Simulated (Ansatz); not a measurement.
Crystal: Si2Ni.

```
Ni Si
1.0
     0.00000    2.70300    2.70300
     2.70300    0.00000    2.70300
     2.70300    2.70300    0.00000
Ni Si
1 2
Direct
  0.00000 0.00000 0.00000
  0.75000 0.75000 0.75000
  0.25000 0.25000 0.25000
```

Base run:

```yaml
Program: Ansatz 0.2.0
Functional: PBEsol
Potentials_or_basis: Ansatz PAW
Cutoff: "420 eV (not typed: the program's choice for these potentials)"
k_mesh: 9 × 9 × 9
Occupations: fermi-dirac, width 0.05 eV
Spin: collinear spin, ferromagnetic start
Starting_moments: "[1.0, 0.0, 0.0] μB"
```

Its results: band gap on the k mesh none (metal or under the smearing width); pressure -0.9 GPa; net moment 0.00 μB per cell.

Question: The run is repeated on the same cell with these changes: functional from PBEsol to LDA. What comes out?

Answer: Band gap on the k mesh none (metal or under the smearing width); pressure -4.3 GPa; net moment 0.00 μB per cell.

LDA binds more tightly than PBEsol, so the same cell stands under less pressure.

Caveats: the PAW data sets come from PBE, with cores solved anew for the run's functional, which leaves a small shift of forces and pressure; the starting moments weren't kept.
